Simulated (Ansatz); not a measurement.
Input of an Ansatz 0.2.0 run:

input.yaml

```yaml
crystal:
  lattice:
    - [5.556395, 0.0, 0.0]
    - [0.0, 3.333597, 0.0]
    - [0.0, 0.0, 6.504995]
  atoms:
    - { symbol: Hf, position: [0.748682, 0.75, 0.607871] }
    - { symbol: Hf, position: [0.251318, 0.25, 0.392129] }
    - { symbol: Hf, position: [0.248682, 0.75, 0.892129] }
    - { symbol: Hf, position: [0.751318, 0.25, 0.107871] }
    - { symbol: O, position: [0.639499, 0.25, 0.4234] }
    - { symbol: O, position: [0.360501, 0.75, 0.5766] }
    - { symbol: O, position: [0.139499, 0.25, 0.0766] }
    - { symbol: O, position: [0.860501, 0.75, 0.9234] }
    - { symbol: O, position: [0.520794, 0.25, 0.841453] }
    - { symbol: O, position: [0.479206, 0.75, 0.158547] }
    - { symbol: O, position: [0.020794, 0.25, 0.658547] }
    - { symbol: O, position: [0.979206, 0.75, 0.341453] }
hamiltonian:
  xc: blyp
  pseudopotentials: { kind: paw }
  dispersion: d4
kpoints:
  mp_grid: { grid: [5, 8, 4] }
scf:
  occupations: { method: fermi_dirac, width: 0.05 }
output:
  forces: true
  stress: true
  eigenvalues: true
relax:
  f_tol: 0.01
  max_steps: 40
  cell: { stress_tol: 0.05 }
```

Potentials or basis: Ansatz PAW.

Run with:

```bash
$ ansatz run input.yaml --threads 4 --pin off --max-ram 11264MiB --backend cpu --events-out ev --progress --plain --runs-dir out
```

(1) What does it give for the relaxed volume?

(2) Estimate the relaxed cell.

## Answers

(1) 10.21 Å³/atom.

(2) a = 5.579 Å, b = 3.356 Å, c = 6.542 Å, α = 90.00°, β = 90.00°, γ = 90.00°.

Caveat: odd divisions of the mesh miss points on the zone boundary, where band edges often lie, so the gap on the mesh can be too wide; the pressure holds a Pulay correction of +1.1 GPa for the finite cutoff; spin-orbit coupling is left out, which moves the levels of the heavy elements; the PAW data sets come from PBE, with cores solved anew for the run's functional, which leaves a small shift of forces and pressure.
